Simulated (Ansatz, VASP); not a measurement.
# One calculation of SiO2, two programs

```
Si O
1.0
     4.50728    0.00000    0.00000
     0.00000    4.50728    0.00000
     0.00000    0.00000    2.40643
Si O
2 4
Direct
  0.50000 0.50000 0.50000
  0.00000 0.00000 0.00000
  0.69443 0.69443 0.00000
  0.19443 0.80557 0.50000
  0.30557 0.30557 0.00000
  0.80557 0.19443 0.50000
```

Alike in both runs: task single point; functional LDA; k mesh 6 × 6 × 10; occupations gaussian, width 0.05 eV; no spin polarisation.

|  | VASP | Ansatz |
| --- | --- | --- |
| version | VASP 6.6.1 | Ansatz 0.2.0 |
| potentials or method | VASP PAW LDA potentials, release 64 (Si, O) | scalar-relativistic, plane waves, PAW |
| plane-wave cutoff (eV) | 520 | 520 |
| valence electrons in the cell | 32 | 32 |

Ansatz gave:

```
gap on the k mesh at the Fermi level (eV)       : 4.77
least direct gap on the mesh (eV)               : 4.77
pressure (GPa)                                  : -4.3
largest component of the traceless stress (GPa) : 61.29
rms of the force components (eV/Å)              : 0.912
```

Problem. Which values does VASP return?

Solution. gap on the k mesh at the Fermi level (eV): 4.74; least direct gap on the mesh (eV): 4.74; pressure (GPa): -3.2; largest component of the traceless stress (GPa): 62.35; rms of the force components (eV/Å): 0.863.

Atom by atom the forces differ by 0.049 eV/Å (rms over components). Ansatz warned: «pseudo_functional_mismatch».

Caveats: forces of over 1 eV/Å show positions far from the minimum, so gaps and moduli don't describe the material at rest. A k mesh can miss the band edges.
